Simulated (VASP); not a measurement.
A run of VASP 6.6.1 is set up as follows.

File INCAR:

```
  ALGO = Normal
  EDIFF = 1E-7
  ENCUT = 520
  ISIF = 2
  ISMEAR = 0
  LASPH = True
  LCHARG = False
  LMIXTAU = True
  LREAL = False
  LWAVE = False
  METAGGA = R2SCAN
  NELM = 60
  PREC = Accurate
  SIGMA = 0.02
```

The input KPOINTS:

```
k-points
0
Gamma
  8 8 8
```

Contents of POSCAR:

```
BaO
1.0
    0.0000000000      2.7658300000      2.7658300000
    2.7658300000      0.0000000000      2.7658300000
    2.7658300000      2.7658300000      0.0000000000
Ba O
1 1
Direct
    0.0000000000      0.0000000000      0.0000000000
    0.5000000000      0.5000000000      0.5000000000
```

KPOINTS_OPT

```
path GXWKGLUWLK,UX
10
line-mode
reciprocal
 0.0000000000  0.0000000000  0.0000000000  G
 0.5000000000  0.0000000000  0.5000000000  X

 0.5000000000  0.0000000000  0.5000000000  X
 0.5000000000  0.2500000000  0.7500000000  W

 0.5000000000  0.2500000000  0.7500000000  W
 0.3750000000  0.3750000000  0.7500000000  K

 0.3750000000  0.3750000000  0.7500000000  K
 0.0000000000  0.0000000000  0.0000000000  G

 0.0000000000  0.0000000000  0.0000000000  G
 0.5000000000  0.5000000000  0.5000000000  L

 0.5000000000  0.5000000000  0.5000000000  L
 0.6250000000  0.2500000000  0.6250000000  U

 0.6250000000  0.2500000000  0.6250000000  U
 0.5000000000  0.2500000000  0.7500000000  W

 0.5000000000  0.2500000000  0.7500000000  W
 0.5000000000  0.5000000000  0.5000000000  L

 0.5000000000  0.5000000000  0.5000000000  L
 0.3750000000  0.3750000000  0.7500000000  K

 0.6250000000  0.2500000000  0.6250000000  U
 0.5000000000  0.0000000000  0.5000000000  X
```

Potentials or basis: VASP PAW PBE potentials, release 64 (Ba_sv, O).

Command:

```sh
$ cat potpaw_PBE.64/Ba_sv/POTCAR potpaw_PBE.64/O/POTCAR > POTCAR
$ mpirun -np 1 vasp_std > vasp.out
```

**Question.** What does it give for the band gap along the path?

**Answer.** 2.29 eV, direct.

**Question.** What does it give for the band gap on the k mesh?

**Answer.** 2.29 eV, direct.

Levels at the corners of the path, in eV from the valence-band top:
| point | band 5 | band 6 | band 7 | band 8 | band 9 | band 10 | band 11 | band 12 |
| --- | --- | --- | --- | --- | --- | --- | --- | --- |
| Γ | -10.75 | -0.38 | -0.38 | -0.38 | 4.14 | 5.12 | 5.12 | 5.12 |
| X | -11.34 | -0.18 | -0.18 | 0.00 | 2.29 | 6.59 | 9.57 | 10.00 |
| X | -11.34 | -0.18 | -0.18 | 0.00 | 2.29 | 6.59 | 9.57 | 10.00 |
| W | -10.84 | -1.36 | -0.21 | -0.21 | 5.00 | 5.00 | 7.46 | 10.28 |
| W | -10.84 | -1.36 | -0.21 | -0.21 | 5.00 | 5.00 | 7.46 | 10.28 |
| K | -11.18 | -0.94 | -0.77 | -0.15 | 3.77 | 7.01 | 7.62 | 9.13 |
| K | -11.18 | -0.94 | -0.77 | -0.15 | 3.77 | 7.01 | 7.62 | 9.13 |
| Γ | -10.75 | -0.38 | -0.38 | -0.38 | 4.14 | 5.12 | 5.12 | 5.12 |
| Γ | -10.75 | -0.38 | -0.38 | -0.38 | 4.14 | 5.12 | 5.12 | 5.12 |
| L | -10.87 | -1.99 | -1.52 | -1.52 | 5.32 | 7.67 | 7.67 | 8.72 |
| L | -10.87 | -1.99 | -1.52 | -1.52 | 5.32 | 7.67 | 7.67 | 8.72 |
| U | -11.18 | -0.94 | -0.77 | -0.15 | 3.77 | 7.01 | 7.62 | 9.13 |
| U | -11.18 | -0.94 | -0.77 | -0.15 | 3.77 | 7.01 | 7.62 | 9.13 |
| W | -10.84 | -1.36 | -0.21 | -0.21 | 5.00 | 5.00 | 7.46 | 10.28 |
| W | -10.84 | -1.36 | -0.21 | -0.21 | 5.00 | 5.00 | 7.46 | 10.28 |
| L | -10.87 | -1.99 | -1.52 | -1.52 | 5.32 | 7.67 | 7.67 | 8.72 |
| L | -10.87 | -1.99 | -1.52 | -1.52 | 5.32 | 7.67 | 7.67 | 8.72 |
| K | -11.18 | -0.94 | -0.77 | -0.15 | 3.77 | 7.01 | 7.62 | 9.13 |
| U | -11.18 | -0.94 | -0.77 | -0.15 | 3.77 | 7.01 | 7.62 | 9.13 |
| X | -11.34 | -0.18 | -0.18 | 0.00 | 2.29 | 6.59 | 9.57 | 10.00 |

Caveat: spin-orbit coupling is left out, which moves the levels of the heavy elements. r2SCAN opens gaps a little over a GGA but as a rule still falls short of measured ones.
